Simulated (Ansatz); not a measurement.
Crystal: Ag.

```
Ag
1.0
    -1.61038    1.65353    1.61816
     1.65931   -1.66055    1.67410
     1.63933    1.68950   -1.62517
Ag
1
Direct
  0.00000 0.00000 0.00000
```

This isn't the form of Ag at room conditions, which is fcc.

The cell isn't the ideal one: cell sheared at random, sigma 0.01, atoms nudged by 0.01 Å.

Program: Ansatz 0.2.0. Alike in all runs: task band structure; potentials or basis Ansatz PAW; cell sheared at random, sigma 0.01, atoms nudged by 0.01 Å; smearing fermi-dirac 0.05 eV. Hardware: 2 threads of Arm Neoverse V1, with other jobs on the host.

Order these runs on this cell by their wall time, lowest first.
A. level r2SCAN; spin off; k mesh 11 × 11 × 11; cutoff (eV) 500; mesh quality not flagged
B. level LDA; spin off; k mesh 6 × 6 × 6; cutoff (eV) 420; mesh quality coarse
C. level r2SCAN; spin SOC, no magnetisation; k mesh 11 × 11 × 11; cutoff (eV) 500; mesh quality not flagged

B (1.9 s), A (15 s), C (110 s).

Caveats: some runs use coarse meshes.
